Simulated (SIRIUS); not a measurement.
Write the native input for SIRIUS 7.10.0 that does the following.

* Task: single point
* Functional: PBE
* Potentials or basis: PseudoDojo 0.4.1 PBE standard (scalar relativistic)
* Cutoff: 1152 eV
* Density cutoff: 4606 eV
* k mesh: 12 × 12 × 6
* Occupations: fermi-dirac, width 0.05 eV
* Spin: no spin polarisation
* Libxc names: ["XC_GGA_X_PBE", "XC_GGA_C_PBE"]
* Energy tol: 1e-08 Ha
* Density tol: 1e-06
* Mixer: anderson
* Mixing beta: 0.7
* Max scf: 100

BN:

```
N B
1.0
     2.55394    0.00000    0.00000
    -1.27697    2.21178    0.00000
     0.00000    0.00000    4.22685
N B
2 2
Direct
  0.33349 0.65369 0.12233
  0.66826 0.32131 0.62147
  0.32327 0.67179 0.48849
  0.69674 0.34690 0.99522
```

The cell comes from a database or a generator and needn't be the stable form of this composition.

The cell isn't the ideal one: atoms moved at random, drawn with an rms of 0.05 Å.

One way to write it, as run:

sirius.json

```json
{
  "control": {
    "processing_unit": "cpu",
    "verbosity": 2,
    "num_bands_to_print": 15,
    "print_forces": true,
    "print_stress": true
  },
  "parameters": {
    "electronic_structure_method": "pseudopotential",
    "xc_functionals": ["XC_GGA_X_PBE", "XC_GGA_C_PBE"],
    "gk_cutoff": 9.2,
    "pw_cutoff": 18.4,
    "ngridk": [12, 12, 6],
    "shiftk": [0, 0, 0],
    "smearing": "fermi_dirac",
    "smearing_width": 0.0018374661,
    "num_bands": 15,
    "num_mag_dims": 0,
    "num_dft_iter": 100,
    "energy_tol": 1e-08,
    "density_tol": 1e-06
  },
  "iterative_solver": {
    "type": "davidson",
    "min_tolerance": 1e-10
  },
  "mixer": {
    "type": "anderson",
    "beta": 0.7,
    "max_history": 8
  },
  "settings": {
    "tol_ne": 1e-10
  },
  "unit_cell": {
    "lattice_vectors": [
      [4.826246386049, 0.0, 0.0],
      [-2.413123193119, 4.179651975235, 0.0],
      [0.0, 0.0, 7.987598318505]
    ],
    "atom_coordinate_units": "lattice",
    "atom_types": ["N", "B"],
    "atom_files": {
      "B": "B.json",
      "N": "N.json"
    },
    "atoms": {
      "N": [
        [0.333488, 0.653687, 0.122327],
        [0.668257, 0.321309, 0.621465]
      ],
      "B": [
        [0.323269, 0.671789, 0.488491],
        [0.696736, 0.346901, 0.995216]
      ]
    }
  }
}
```

Potentials or basis: PseudoDojo 0.4.1 PBE standard (scalar relativistic).

Run with:

```bash
$ upf_to_json B.upf
$ upf_to_json N.upf
$ OMP_NUM_THREADS=1 sirius.scf --input=sirius.json --output=out.json --task=0
```

Results of the run:

```json
{
  "Pressure": "0.9 GPa",
  "Largest force": "1.822 eV/Å",
  "Band gap on the k mesh": "4.54 eV"
}
```

It took 4.2 min on 1 thread of Arm Neoverse V2, on a shared host, peak memory 1.4 GiB.
